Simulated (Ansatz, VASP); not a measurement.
## Ba in VASP and in Ansatz

INCAR

```
PREC = Accurate
ENCUT = 520
EDIFF = 1E-6
ISMEAR = -1
SIGMA = 0.1
LREAL = F
LASPH = T
NELM = 80
ALGO = Normal
ISIF = 2
LWAVE = F
LCHARG = F
GGA = B5
ALDAX = 1.0
AGGAX = 1.0
AGGAC = 1.0
ALDAC = 0.0
NBANDS = 17
```

Contents of KPOINTS:

```
regular mesh
0
Gamma
  9 9 5
```

Contents of POSCAR:

```
Ba
1.0
    4.6124214439      0.0000000000      0.0000000000
   -2.3062107219      3.9944741434      0.0000000000
    0.0000000000      0.0000000000      7.5474222777
Ba
2
Direct
    0.3333333333      0.6666666667      0.2500000000
    0.6666666667      0.3333333333      0.7500000000
```

Input for Ansatz:

```yaml
crystal:
  lattice:
    - [4.6124214439, 0.0, 0.0]
    - [-2.3062107219, 3.9944741434, 0.0]
    - [0.0, 0.0, 7.5474222777]
  atoms:
    - { symbol: Ba, position: [0.3333333333, 0.6666666667, 0.25] }
    - { symbol: Ba, position: [0.6666666667, 0.3333333333, 0.75] }
hamiltonian:
  xc: blyp
  pseudopotentials:
    kind: paw
    azcp:
      Ba: "pseudopotentials/Ba.paw.azcp"
basis:
  ecutwfc: 420
  fft_grid_basis: typed
kpoints:
  mp_grid: { grid: [9, 9, 5], shift: [0, 0, 0] }
magnetization:
  spin_polarized: false
scf:
  occupations: { method: fermi_dirac, width: 0.1 }
  lower_state_search: "off"
output:
  stress: true
```

Alike in both runs: task single point; functional BLYP; k mesh 9 × 9 × 5; occupations fermi-dirac, width 0.1 eV; no spin polarisation.

```csv
,VASP,Ansatz
version,VASP 6.6.1,Ansatz 0.2.0
potentials or method,"VASP PAW PBE potentials, release 64 (Ba_sv)","plane waves (420 eV) with PAW, scalar-relativistic"
plane-wave cutoff (eV),520,420
valence electrons in the cell,20,20
```

|  | VASP | Ansatz | Ansatz less VASP |
| --- | --- | --- | --- |
| pressure (GPa) | -0.2 | -0.3 | -0.03 |

Caveats: the PAW data sets were made with another functional, which shifts forces and pressure a little (VASP). Spin-orbit coupling is left out, which matters for the levels of Ba.
